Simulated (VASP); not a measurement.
All values below come from LDA (Ceperley-Alder, Perdew-Zunger), VASP's LDA PAW potentials (set 64) (plane waves; VASP).

VASP ran on this input.

### KPOINTS
```
kpoints
0
G
  7 7 7
```

POSCAR:
```
CaF2
1.0
  0.0000000000   2.6275044547   2.6275044547
  2.6275044547   0.0000000000   2.6275044547
  2.6275044547   2.6275044547   0.0000000000
Ca F
1 2
Cartesian
  0.0000000000   0.0000000000   0.0000000000
  1.3137522273   1.3137522273   1.3137522273
  3.9412566820   3.9412566820   3.9412566820
```

**INCAR**
```
# general
SYSTEM =CaF2
PREC   =Accurate
ENCUT  =620
LREAL  =.False.
LASPH  =.True.

# electronic loop
EDIFF  =1E-6
NELM   =100   # most electronic steps
ALGO   =Normal   # blocked Davidson

# smearing
ISMEAR =0   # Gaussian
SIGMA  =0.05   # width (eV)

# ions
IBRION =2   # conjugate gradients
NSW    =40   # most ionic steps
ISIF   =3   # ions, shape and volume
EDIFFG =-0.02
PSTRESS=50

# output
LWAVE  =.False.
LCHARG =.False.
```

POTCAR, in this order: Ca_sv F (LDA.64 set). Program: vasp_std.

What VASP printed:

**OSZICAR**
```
       N       E                     dE             d eps       ncg     rms          rms(c)
DAV:   1     0.239618822381E+03    0.23962E+03   -0.15639E+04   640   0.178E+03
DAV:   2    -0.101301718503E+02   -0.24975E+03   -0.24738E+03   792   0.429E+02
DAV:   3    -0.199074116506E+02   -0.97772E+01   -0.97676E+01   760   0.956E+01
DAV:   4    -0.202662477718E+02   -0.35884E+00   -0.35878E+00  1080   0.134E+01
DAV:   5    -0.202679428144E+02   -0.16950E-02   -0.16950E-02   768   0.953E-01    0.769E+00
DAV:   6    -0.190461301391E+02    0.12218E+01   -0.62768E+00   648   0.187E+01    0.304E+00
DAV:   7    -0.190030437981E+02    0.43086E-01   -0.17919E-01   816   0.408E+00    0.161E+00
DAV:   8    -0.189821623927E+02    0.20881E-01   -0.27993E-02   880   0.213E+00    0.180E-01
DAV:   9    -0.189824992558E+02   -0.33686E-03   -0.43116E-03   904   0.556E-01    0.111E-01
DAV:  10    -0.189826498080E+02   -0.15055E-03   -0.32157E-04   856   0.166E-01    0.355E-02
DAV:  11    -0.189826435033E+02    0.63047E-05   -0.58241E-05   760   0.861E-02    0.106E-02
DAV:  12    -0.189826430567E+02    0.44663E-06   -0.98596E-06  1008   0.309E-02
   1 F= -.17850452E+02 E0= -.17850452E+02  d E =-.178505E+02
```

File OUTCAR:
```
------------------------ aborting loop because EDIFF is reached ----------------------------------------
  FORCE on cell =-STRESS in cart. coord.  units (eV):
  Direction    XX          YY          ZZ          XY          YZ          ZX
  --------------------------------------------------------------------------------------
  Total        1.1348357      1.1348357      1.1348357     -0.0000000      0.0000000      0.0000000
  in kB       50.1167826     50.1167826     50.1167826     -0.0000000      0.0000000      0.0000000
  external PRESSURE =       0.1167826 kB  Pullay stress =      50.0000000 kB
  volume of cell :       36.28
      direct lattice vectors                 reciprocal lattice vectors
     0.000000000  2.627504455  2.627504455    -0.190294635  0.190294635  0.190294635
     2.627504455  0.000000000  2.627504455     0.190294635 -0.190294635  0.190294635
     2.627504455  2.627504455  0.000000000     0.190294635  0.190294635 -0.190294635
 POSITION                                       TOTAL-FORCE (eV/Angst)
 -----------------------------------------------------------------------------------
      0.00000      0.00000      0.00000         0.000000      0.000000     -0.000000
      1.31375      1.31375      1.31375        -0.000000     -0.000000     -0.000000
      3.94126      3.94126      3.94126         0.000000      0.000000      0.000000
 -----------------------------------------------------------------------------------
    total drift:                                0.000000     -0.000000      0.000000
  FREE ENERGIE OF THE ION-ELECTRON SYSTEM (eV)
  ---------------------------------------------------
  free  energy   TOTEN  =       -18.9826430567 eV

  energy  without entropy=      -18.9826430567  energy(sigma->0) =      -18.98264306
  enthalpy is  TOTEN    =       -17.8504517898 eV   P V=        1.1321912668

 reached required accuracy - stopping structural energy minimisation
```
(Selected blocks of OUTCAR.)

The compound is CaF2 in the fluorite structure. It was relaxed first under an external pressure of 5 GPa.
